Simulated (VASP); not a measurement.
# Sn₃Te: intraband terms of a metal's spectrum

Sn₃Te, I4/mmm (no. 139), 4 atoms in the cell. PBE, independent-particle dielectric function; PAW potentials Te, Sn_d (PBE set).

## Input

INCAR.step1:
```
PREC = Accurate
ENCUT = 280
ISMEAR = 1
SIGMA = 0.1
EDIFF = 1E-7
LASPH = T
KPAR = 4
LWAVE = F
LCHARG = T
LMAXMIX = 4
```

INCAR.step2:
```
PREC = Accurate
ENCUT = 280
ISMEAR = 0
SIGMA = 0.3
EDIFF = 1E-6
LASPH = T
KPAR = 4
LWAVE = T
LCHARG = F
LMAXMIX = 4
ICHARG = 11
NBANDS = 50
NEDOS = 3000
OMEGAMAX = 30
CSHIFT = 0.1
```

INCAR.step3, as INCAR.step2 but for:
```
- LWAVE = T
+ LWAVE = F
+ LOPTICS = T
+ ALGO = None
+ NELM = 1
+ ISTART = 1
```

INCAR.step4, as INCAR.step3 but for:
```
+ WPLASMAI = 0.03
```

INCAR.step5 to INCAR.step6 change the same tag again: WPLASMAI = 0.1, 0.3.

INCAR.step7, as INCAR.step6 but for:
```
- WPLASMAI = 0.3
+ RTIME = 40
```

INCAR.step8, as INCAR.step7 but for:
```
- RTIME = 40
+ RTIME = 20
```

INCAR.step9, as INCAR.step8 but for:
```
- RTIME = 20
+ LNABLA = T
```

INCAR.step10, as INCAR.step9 but for:
```
- ISMEAR = 0
- LNABLA = T
+ ISMEAR = -5
```

KPOINTS.step1:
```
k-points
0
Gamma
  8 8 8
```

KPOINTS.step2:
```
k-points
0
Gamma
  7 7 7
```

POSCAR:
```
Sn3Te
1.0
   -2.3009040000      2.3009040000      5.5164940000
    2.3009040000     -2.3009040000      5.5164940000
    2.3009040000      2.3009040000     -5.5164940000
Te Sn
1 3
Direct
    0.0000000000      0.0000000000      0.0000000000
    0.5000000000      0.5000000000      0.0000000000
    0.2500000000      0.7500000000      0.5000000000
    0.7500000000      0.2500000000      0.5000000000
```

Commands (each step's output is kept before the next begins):
```
cat potpaw_PBE.64/Te/POTCAR potpaw_PBE.64/Sn_d/POTCAR > POTCAR
cp INCAR.step1 INCAR
cp KPOINTS.step1 KPOINTS
mpirun -np 4 vasp_std > vasp.out
cp INCAR.step2 INCAR
cp KPOINTS.step2 KPOINTS
mpirun -np 4 vasp_std > vasp.out
cp INCAR.step3 INCAR
mpirun -np 4 vasp_std > vasp.out
cp INCAR.step4 INCAR
mpirun -np 4 vasp_std > vasp.out
cp INCAR.step5 INCAR
mpirun -np 4 vasp_std > vasp.out
cp INCAR.step6 INCAR
mpirun -np 4 vasp_std > vasp.out
cp INCAR.step7 INCAR
mpirun -np 4 vasp_std > vasp.out
cp INCAR.step8 INCAR
mpirun -np 4 vasp_std > vasp.out
cp INCAR.step9 INCAR
mpirun -np 4 vasp_std > vasp.out
cp INCAR.step10 INCAR
mpirun -np 4 vasp_std > vasp.out
```

## Result

- Bands: 50

One ground state, settings moved in the last step alone:

| Settings | Plasma frequency (eV) | Im ε at 0.5 eV | Im ε at 1 eV | Im ε at 2 eV | Im ε at 4 eV | Time (s) |
|---|---|---|---|---|---|---|
| interband part alone | 6.23 | 82.3 | 63.8 | 26.4 | 5.4 | 9 |
| Drude term, WPLASMAI 0.03 | 6.23 | 91.6 | 64.9 | 26.6 | 5.5 | 11 |
| Drude term, WPLASMAI 0.1 | 6.23 | 112.1 | 67.6 | 26.9 | 5.5 | 12 |
| Drude term, WPLASMAI 0.3 | 6.23 | 150.7 | 74.4 | 27.8 | 5.6 | 11 |
| relaxation time RTIME 40 fs | 6.23 | 87.4 | 64.4 | 26.5 | 5.4 | 11 |
| relaxation time RTIME 20 fs | 6.23 | 92.5 | 65.0 | 26.6 | 5.5 | 11 |
| transversal form (LNABLA) | 6.26 | 83.2 | 64.7 | 26.9 | 5.5 | 12 |
| tetrahedron method | – | – | – | – | – | no result |

Limits: Spin-orbit coupling is left out, which can matter with atoms this heavy.

VASP 6.6.1 took 146 s on 4 cores (Intel Xeon Platinum 8375C @ 2.90GHz (Ice Lake)), a shared host.
